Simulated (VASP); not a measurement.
# GaP (F-43m) in VASP: further runs, part 2 of 3

VASP 6.6.1.

### Step 4. Dielectric tensor, LDA

The input, INCAR:

```
PREC = Accurate ; ENCUT = 340
EDIFF = 1E-8 ; ISMEAR = 0
SIGMA = 0.01 ; LREAL = F
LASPH = T ; NELM = 100
ALGO = Normal ; ISIF = 2
LWAVE = F ; LCHARG = F
LEPSILON = T
```

The input, KPOINTS:

```
Automatic mesh
0
Gamma
  4 4 4
```

The input, POSCAR:

```
GaP
1.0
    0.0000000000      2.7252500000      2.7252500000
    2.7252500000      0.0000000000      2.7252500000
    2.7252500000      2.7252500000      0.0000000000
Ga P
1 1
Direct
    0.0000000000      0.0000000000      0.0000000000
    0.7500000000      0.7500000000      0.7500000000
```

Potentials or basis: VASP PAW LDA potentials, release 64 (Ga_d, P).

On the command line:

```
$ cat potpaw_LDA.64/Ga_d/POTCAR potpaw_LDA.64/P/POTCAR > POTCAR
$ mpirun -np 1 vasp_std > vasp.out
```

OUTCAR:

```text
PREC = Accurate
   ENCUT = 340
   EDIFF = 1E-8
   ISMEAR = 0
   LREAL = F
   LASPH = T
   NELM = 100
   ISIF = 2
   LEPSILON = T

 Found      8 irreducible k-points:

 Following reciprocal coordinates:
            Coordinates               Weight
  0.000000  0.000000  0.000000      1.000000
  0.250000  0.000000  0.000000      8.000000
  0.500000  0.000000  0.000000      4.000000
  0.250000  0.250000  0.000000      6.000000
  0.500000  0.250000  0.000000     24.000000
 -0.250000  0.250000  0.000000     12.000000
   k-points           NKPTS =      8   k-points in BZ     NKDIM =      8   number of bands    NBANDS=     13
   number of dos      NEDOS =    301   number of ions     NIONS =      2
   total plane-waves  NPLWV =  13824
   dimension x,y,z NGX =    24 NGY =   24 NGZ =   24
   dimension x,y,z NGXF=    48 NGYF=   48 NGZF=   48
   ions per type =               1   1
   NGX,Y,Z   is equivalent  to a cutoff of  10.35, 10.35, 10.35 a.u.
   NGXF,Y,Z  is equivalent  to a cutoff of  20.70, 20.70, 20.70 a.u.
 SYSTEM =  unknown system
   PREC   = accura    normal or accurate (medium, high low for compatibility)
   ISTART =      0    job   : 0-new  1-cont  2-samecut
   ICHARG =      2    charge: 1-file 2-atom 10-const
   ISPIN  =      1    spin polarized calculation?
   LNONCOLLINEAR =      F non collinear calculations
   LSORBIT =      F    spin-orbit coupling
   LASPH  =      T    aspherical Exc in radial PAW
   ENCUT  =  340.0 eV  24.99 Ry    5.00 a.u.   5.79  5.79  5.79*2*pi/ulx,y,z
   NELM   =    100;   NELMIN=  2; NELMDL= -5     # of ELM steps
   EDIFF  = 0.1E-07   stopping-criterion for ELM
   LREAL  =      F    real-space projection
   EDIFFG = 0.1E-06   stopping-criterion for IOM
   NSW    =      0    number of steps for IOM
   IBRION =     -1    ionic relax: 0-MD 1-quasi-New 2-CG
   NFREE  =      0    steps in history (QN), initial steepest desc. (CG)
   ISIF   =      2    stress and relaxation
   ISYM   =      2    0-nonsym 1-usesym 2-fastsym
   POTIM  = 0.5000    time-step for ionic-motion
   TEBEG  =    0.0;   TEEND  =   0.0 temperature during run
   PSTRESS=    0.0 pullay stress
   NELECT =      18.0000    total number of electrons
   NUPDOWN=      -1.0000    fix difference up-down
   EMIN   =  10.00;   EMAX   =-10.00  energy-range for DOS
   EFERMI =   0.00;   METHOD = LEGACY
   ISMEAR =     0;   SIGMA  =   0.01  broadening in eV -4-tet -1-fermi 0-gaus
   EFERMI_NEDOS =   21; number of points for ismear=-14 and -15
   IALGO  =     38    algorithm
   IMIX   =      4    mixing-type and parameters
     AMIX     =   0.40;   BMIX     =  1.00
     AMIX_MAG =   1.60;   BMIX_MAG =  1.00
  volume/ion in A,a.u.               =      20.24       136.59
  Fermi-wavevector in a.u.,A,eV,Ry     =   1.249538  2.361284 21.243377  1.561344
  Thomas-Fermi vector in A             =   2.383574
   LORBIT       =      0    0 simple, 1 ext, 2 COOP (PROOUT), +10 PAW based schemes
   GGA     = CA    functional components
   LHFCALC =     F    Hartree Fock is set to
   AEXX    =    0.0000 exact exchange contribution
   IVDW    =     0    specifies the selected vdW correction
   LEPSILON=     T    determine dielectric tensor
   LRPA    =     F    only Hartree local field effects (RPA)
 non-spin polarized calculation
 Gauss-broadening in eV      SIGMA  =   0.01
  energy-cutoff  :      340.00
[... 109 lines left out ...]
     13      10.6579      0.00000

 [... further k-points ...]

  FORCE on cell =-STRESS in cart. coord.  units (eV):
  Direction    XX          YY          ZZ          XY          YZ          ZX
  --------------------------------------------------------------------------------------
  -------------------------------------------------------------------------------------
  Total       -0.5975125     -0.5975125     -0.5975125      0.0000000      0.0000000      0.0000000
  in kB      -23.6487695    -23.6487695    -23.6487695      0.0000000      0.0000000      0.0000000
  external PRESSURE =     -23.6487695 kB  Pullay stress =       0.0000000 kB

 VOLUME and BASIS-vectors are now :
 -----------------------------------------------------------------------------
  energy-cutoff  :      340.00
  volume of cell :       40.48
      direct lattice vectors                 reciprocal lattice vectors
     0.000000000  2.725250000  2.725250000    -0.183469406  0.183469406  0.183469406
     2.725250000  0.000000000  2.725250000     0.183469406 -0.183469406  0.183469406
     2.725250000  2.725250000  0.000000000     0.183469406  0.183469406 -0.183469406

 POSITION                                       TOTAL-FORCE (eV/Angst)
 -----------------------------------------------------------------------------------
      0.00000      0.00000      0.00000         0.000000      0.000000      0.000000
      4.08788      4.08788      4.08788        -0.000000     -0.000000     -0.000000
 -----------------------------------------------------------------------------------
    total drift:                                0.000000      0.000000     -0.000001

  FREE ENERGIE OF THE ION-ELECTRON SYSTEM (eV)
  ---------------------------------------------------
  free  energy   TOTEN  =       -10.2891303291 eV

  energy  without entropy=      -10.2891303291  energy(sigma->0) =      -10.28913033

 HEAD OF MICROSCOPIC STATIC DIELECTRIC TENSOR (INDEPENDENT PARTICLE, excluding Hartree and local field effects)
 ------------------------------------------------------
          22.750955     0.000000    -0.000000
          -0.000000    22.750955     0.000000
          -0.000000    -0.000000    22.750955
 ------------------------------------------------------

 Free energy of the ion-electron system (eV)
  ---------------------------------------------------
  ---------------------------------------------------
  free energy    TOTEN  =        -2.45629552 eV

  energy without entropy =       -2.45629552

------------------------ aborting loop because EDIFF is reached ----------------------------------------

--------------------------------------- Ionic step        2  -------------------------------------------

------------------------ aborting loop because EDIFF is reached ----------------------------------------

--------------------------------------- Ionic step        3  -------------------------------------------

 Free energy of the ion-electron system (eV)
  ---------------------------------------------------
  ---------------------------------------------------
  free energy    TOTEN  =        -2.45629554 eV

  energy without entropy =       -2.45629554

------------------------ aborting loop because EDIFF is reached ----------------------------------------

 PIEZOELECTRIC TENSOR FIELD DIRECTION 3  (e Angst)
 -----------------------------------------------------------------------------
     0.00110  2.80906  0.00000           (  0.00000  0.04948  0.00000)
     2.80906  0.00110  0.00000           (  0.04948  0.00000  0.00000)
     0.00000  0.00000 -0.00259           (  0.00000  0.00000 -0.00001)

 PIEZOELECTRIC TENSOR FIELD DIRECTION 3  (C/m^2)
 -----------------------------------------------------------------------------
     0.00044  1.11179  0.00000
     1.11179  0.00044  0.00000
     0.00000  0.00000 -0.00103

 MACROSCOPIC STATIC DIELECTRIC TENSOR (including local field effects in DFT)
 ------------------------------------------------------
          21.870172    -0.000000    -0.000000
          -0.000000    21.870172    -0.000000
           0.000000     0.000000    21.870172
 ------------------------------------------------------

 PIEZOELECTRIC TENSOR (including local field effects)  for field in x, y, z        (e  Angst)
          XX          YY          ZZ          XY          YZ          ZX
  --------------------------------------------------------------------------------
  x     0.00000     0.00000     0.00000     0.00000     2.83022    -0.00000
  y    -0.00000     0.00000     0.00000    -0.00000     0.00000     2.83022
  z     0.00000     0.00000     0.00000     2.83022    -0.00000     0.00000

 PIEZOELECTRIC TENSOR (including local field effects)  for field in x, y, z        (C/m^2)
          XX          YY          ZZ          XY          YZ          ZX
  --------------------------------------------------------------------------------
  x     0.00000     0.00000     0.00000     0.00000     1.12016    -0.00000
  y    -0.00000     0.00000     0.00000    -0.00000     0.00000     1.12016
  z     0.00000     0.00000     0.00000     1.12016    -0.00000     0.00000

 BORN EFFECTIVE CHARGES (including local field effects) (in |e|, cummulative output)
 ---------------------------------------------------------------------------------
 ion    1
    1     2.98774     0.00000     0.00000
    2     0.00000     2.98774     0.00000
    3     0.00000    -0.00000     2.98774
 ion    2
    1    -2.98774     0.00000     0.00000
    2    -0.00000    -2.98774    -0.00000
    3    -0.00000     0.00000    -2.98774
```

OSZICAR:

```text
[... 13 lines left out ...]
RMM:   6    -0.245554670514E+01   -0.55171E-02   -0.50272E-04   930   0.150E-01    0.385E-02
RMM:   7    -0.245596058285E+01   -0.41388E-03   -0.90475E-05   902   0.558E-02    0.306E-03
RMM:   8    -0.245637073065E+01   -0.41015E-03   -0.28693E-05   937   0.196E-02    0.118E-03
RMM:   9    -0.245631776263E+01    0.52968E-04    0.47187E-07   938   0.804E-03    0.447E-04
RMM:  10    -0.245630401256E+01    0.13750E-04   -0.24362E-06   973   0.275E-03    0.189E-04
RMM:  11    -0.245629354032E+01    0.10472E-04    0.80832E-07   903   0.999E-04    0.802E-05
RMM:  12    -0.245629449570E+01   -0.95538E-06    0.13699E-07   930   0.372E-04    0.202E-05
RMM:  13    -0.245629540354E+01   -0.90784E-06   -0.18322E-07   556   0.147E-04    0.258E-05
RMM:  14    -0.245629554435E+01   -0.14081E-06   -0.22015E-09   354   0.833E-05    0.825E-06
```

stdout:

```text
POSCAR found type information on POSCAR GaP
 POSCAR found :  2 types and       2 ions
 scaLAPACK will be used
 LDA part: xc-table for (Slater(with rela. corr.)+CA(PZ))
 , standard interpolation
 POSCAR, INCAR and KPOINTS ok, starting setup
 FFT: planning ... GRIDC
 FFT: planning ... GRID_SOFT
 FFT: planning ... GRID
 WAVECAR not read
 entering main loop
 Linear response reoptimize wavefunctions to high precision
 Linear response G [H, r] |phi>, progress :
  Direction:   1
 Linear response G [H, r] |phi>, progress :
  Direction:   2
 Linear response G [H, r] |phi>, progress :
  Direction:   3
 Linear response to external field (no local field effect), progress :
  Direction:   1
 dielectric tensor                  component  1 :    25.990    11.209     4.753
 Linear response to external field (no local field effect), progress :
  Direction:   2
 dielectric tensor                  component  2 :    11.209    26.016    -4.753
 Linear response to external field (no local field effect), progress :
  Direction:   3
 dielectric tensor                  component  3 :     4.754    -4.754    16.247
 Linear response to external field, progress :
  Direction:   1
 dielectric tensor                  component  1 :    21.870     7.386     1.354
 Linear response to external field, progress :
  Direction:   2
 dielectric tensor                  component  2 :     7.387    21.870     1.318
 Linear response to external field, progress :
  Direction:   3
 dielectric tensor                  component  3 :     5.912     2.829    21.870
 Born effective charges drift removed
```

It took 31 s on 1 thread of Intel Xeon Platinum 8259CL at 2.50GHz (Skylake/Cascade Lake), shared host; peak memory 0.13 GiB.

The run converged, but some of its settings lie outside the range that counts as converged, so its numbers aren't taken as properties of the crystal.

Results:

```
Band gap on the k mesh                  : 1.46 eV, indirect (least direct gap 1.62 eV)
Electronic dielectric tensor (diagonal) : 21.87
Born charges (mean of the diagonal)     : Ga +2.99; P -2.99 e
```

Caveat: the k mesh is coarse (spacing up to 0.50 Å⁻¹), so the values aren't converged; the cutoff is under 1.25 times the usual one of these potentials, so pressure, stress and relaxed cells hold a basis-set (Pulay) error.

### Step 5. Dielectric tensor, LDA

Edit INCAR of step 4 so:

```diff
@@ -1,2 +1,2 @@
-PREC = Accurate ; ENCUT = 340
+PREC = Accurate ; ENCUT = 460
 EDIFF = 1E-8 ; ISMEAR = 0
```

KPOINTS is that of step 4.

POSCAR is that of step 4.

Potentials or basis: VASP PAW LDA potentials, release 64 (Ga_d, P).

On the command line:

```
$ cat potpaw_LDA.64/Ga_d/POTCAR potpaw_LDA.64/P/POTCAR > POTCAR
$ mpirun -np 1 vasp_std > vasp.out
```

OUTCAR:

```text
PREC = Accurate
   ENCUT = 460
   EDIFF = 1E-8
   ISMEAR = 0
   LREAL = F
   LASPH = T
   NELM = 100
   ISIF = 2
   LEPSILON = T

 Found      8 irreducible k-points:

 Following reciprocal coordinates:
            Coordinates               Weight
  0.000000  0.000000  0.000000      1.000000
  0.250000  0.000000  0.000000      8.000000
  0.500000  0.000000  0.000000      4.000000
  0.250000  0.250000  0.000000      6.000000
  0.500000  0.250000  0.000000     24.000000
 -0.250000  0.250000  0.000000     12.000000
   k-points           NKPTS =      8   k-points in BZ     NKDIM =      8   number of bands    NBANDS=     13
   number of dos      NEDOS =    301   number of ions     NIONS =      2
   total plane-waves  NPLWV =  21952
   dimension x,y,z NGX =    28 NGY =   28 NGZ =   28
   dimension x,y,z NGXF=    56 NGYF=   56 NGZF=   56
   ions per type =               1   1
   NGX,Y,Z   is equivalent  to a cutoff of  12.08, 12.08, 12.08 a.u.
   NGXF,Y,Z  is equivalent  to a cutoff of  24.16, 24.16, 24.16 a.u.
 SYSTEM =  unknown system
   PREC   = accura    normal or accurate (medium, high low for compatibility)
   ISTART =      0    job   : 0-new  1-cont  2-samecut
   ICHARG =      2    charge: 1-file 2-atom 10-const
   ISPIN  =      1    spin polarized calculation?
   LNONCOLLINEAR =      F non collinear calculations
   LSORBIT =      F    spin-orbit coupling
   LASPH  =      T    aspherical Exc in radial PAW
   ENCUT  =  460.0 eV  33.81 Ry    5.81 a.u.   6.74  6.74  6.74*2*pi/ulx,y,z
   NELM   =    100;   NELMIN=  2; NELMDL= -5     # of ELM steps
   EDIFF  = 0.1E-07   stopping-criterion for ELM
   LREAL  =      F    real-space projection
   EDIFFG = 0.1E-06   stopping-criterion for IOM
   NSW    =      0    number of steps for IOM
   IBRION =     -1    ionic relax: 0-MD 1-quasi-New 2-CG
   NFREE  =      0    steps in history (QN), initial steepest desc. (CG)
   ISIF   =      2    stress and relaxation
   ISYM   =      2    0-nonsym 1-usesym 2-fastsym
   POTIM  = 0.5000    time-step for ionic-motion
   TEBEG  =    0.0;   TEEND  =   0.0 temperature during run
[... 170 lines left out ...]
          22.749541    -0.000000     0.000000
           0.000000    22.749541     0.000000
          -0.000000     0.000000    22.749541
 ------------------------------------------------------

 Free energy of the ion-electron system (eV)
  ---------------------------------------------------
  ---------------------------------------------------
  free energy    TOTEN  =        -2.45755749 eV

  energy without entropy =       -2.45755749

------------------------ aborting loop because EDIFF is reached ----------------------------------------

--------------------------------------- Ionic step        2  -------------------------------------------

------------------------ aborting loop because EDIFF is reached ----------------------------------------

--------------------------------------- Ionic step        3  -------------------------------------------

 Free energy of the ion-electron system (eV)
  ---------------------------------------------------
  ---------------------------------------------------
  free energy    TOTEN  =        -2.45755739 eV

  energy without entropy =       -2.45755739

------------------------ aborting loop because EDIFF is reached ----------------------------------------

 PIEZOELECTRIC TENSOR FIELD DIRECTION 3  (e Angst)
 -----------------------------------------------------------------------------
     0.00133  2.80886  0.00000           (  0.00000  0.04914  0.00000)
     2.80886  0.00133  0.00000           (  0.04914  0.00000  0.00000)
     0.00000  0.00000 -0.00305           (  0.00000  0.00000 -0.00001)

 PIEZOELECTRIC TENSOR FIELD DIRECTION 3  (C/m^2)
 -----------------------------------------------------------------------------
     0.00053  1.11171  0.00000
     1.11171  0.00053  0.00000
     0.00000  0.00000 -0.00121

 MACROSCOPIC STATIC DIELECTRIC TENSOR (including local field effects in DFT)
 ------------------------------------------------------
          21.868774     0.000000     0.000000
           0.000000    21.868774     0.000000
          -0.000000     0.000000    21.868774
 ------------------------------------------------------

 PIEZOELECTRIC TENSOR (including local field effects)  for field in x, y, z        (e  Angst)
          XX          YY          ZZ          XY          YZ          ZX
  --------------------------------------------------------------------------------
  x    -0.00000     0.00000     0.00000     0.00000     2.83026     0.00000
  y     0.00000     0.00000     0.00000     0.00000     0.00000     2.83026
  z     0.00000     0.00000     0.00000     2.83026     0.00000     0.00000

 PIEZOELECTRIC TENSOR (including local field effects)  for field in x, y, z        (C/m^2)
          XX          YY          ZZ          XY          YZ          ZX
  --------------------------------------------------------------------------------
  x    -0.00000     0.00000     0.00000     0.00000     1.12018     0.00000
  y     0.00000     0.00000     0.00000     0.00000     0.00000     1.12018
  z     0.00000     0.00000     0.00000     1.12018     0.00000     0.00000

 BORN EFFECTIVE CHARGES (including local field effects) (in |e|, cummulative output)
 ---------------------------------------------------------------------------------
 ion    1
    1     2.98949     0.00000    -0.00000
    2     0.00000     2.98949     0.00000
    3     0.00000     0.00000     2.98949
 ion    2
    1    -2.98949     0.00000     0.00000
    2     0.00000    -2.98949    -0.00000
    3     0.00000    -0.00000    -2.98949
```

OSZICAR:

```text
[... 13 lines left out ...]
RMM:   6    -0.245676584998E+01   -0.58668E-02   -0.51036E-04   930   0.153E-01    0.383E-02
RMM:   7    -0.245721211375E+01   -0.44626E-03   -0.51850E-05   917   0.573E-02    0.300E-03
RMM:   8    -0.245763180626E+01   -0.41969E-03   -0.35795E-05   933   0.197E-02    0.125E-03
RMM:   9    -0.245757891392E+01    0.52892E-04   -0.22321E-06   949   0.808E-03    0.453E-04
RMM:  10    -0.245756638850E+01    0.12525E-04   -0.24907E-06   961   0.281E-03    0.203E-04
RMM:  11    -0.245755419935E+01    0.12189E-04    0.99323E-07   897   0.984E-04    0.917E-05
RMM:  12    -0.245755639338E+01   -0.21940E-05    0.24082E-07   942   0.398E-04    0.181E-05
RMM:  13    -0.245755716932E+01   -0.77594E-06   -0.13100E-07   578   0.159E-04    0.206E-05
RMM:  14    -0.245755738942E+01   -0.22010E-06   -0.12572E-07   353   0.827E-05    0.556E-06
```

stdout:

```text
POSCAR found type information on POSCAR GaP
 POSCAR found :  2 types and       2 ions
 scaLAPACK will be used
 LDA part: xc-table for (Slater(with rela. corr.)+CA(PZ))
 , standard interpolation
 POSCAR, INCAR and KPOINTS ok, starting setup
 FFT: planning ... GRIDC
 FFT: planning ... GRID_SOFT
 FFT: planning ... GRID
 WAVECAR not read
 entering main loop
 Linear response reoptimize wavefunctions to high precision
 Linear response G [H, r] |phi>, progress :
  Direction:   1
 Linear response G [H, r] |phi>, progress :
  Direction:   2
 Linear response G [H, r] |phi>, progress :
  Direction:   3
 Linear response to external field (no local field effect), progress :
  Direction:   1
 dielectric tensor                  component  1 :    25.990    11.212     4.753
 Linear response to external field (no local field effect), progress :
  Direction:   2
 dielectric tensor                  component  2 :    11.212    26.016    -4.754
 Linear response to external field (no local field effect), progress :
  Direction:   3
 dielectric tensor                  component  3 :     4.754    -4.754    16.243
 Linear response to external field, progress :
  Direction:   1
 dielectric tensor                  component  1 :    21.869     7.388     1.355
 Linear response to external field, progress :
  Direction:   2
 dielectric tensor                  component  2 :     7.388    21.869     1.319
 Linear response to external field, progress :
  Direction:   3
 dielectric tensor                  component  3 :     5.913     2.830    21.869
 Born effective charges drift removed
```

Run time: 62 s. Hardware: 1 thread of Intel Xeon Platinum 8259CL at 2.50GHz (Skylake/Cascade Lake), shared host; peak memory 0.16 GiB.

These settings aren't checked as converged: the numbers below hold their error.

What came out:

- Band gap on the k mesh: 1.46 eV, indirect (least direct gap 1.62 eV)
- Electronic dielectric tensor (diagonal): 21.87
- Born charges (mean of the diagonal): Ga +2.99; P -2.99 e

Caveat: the k mesh is coarse (spacing up to 0.50 Å⁻¹), so the values aren't converged.

(Part 2 of 3 ends here.)
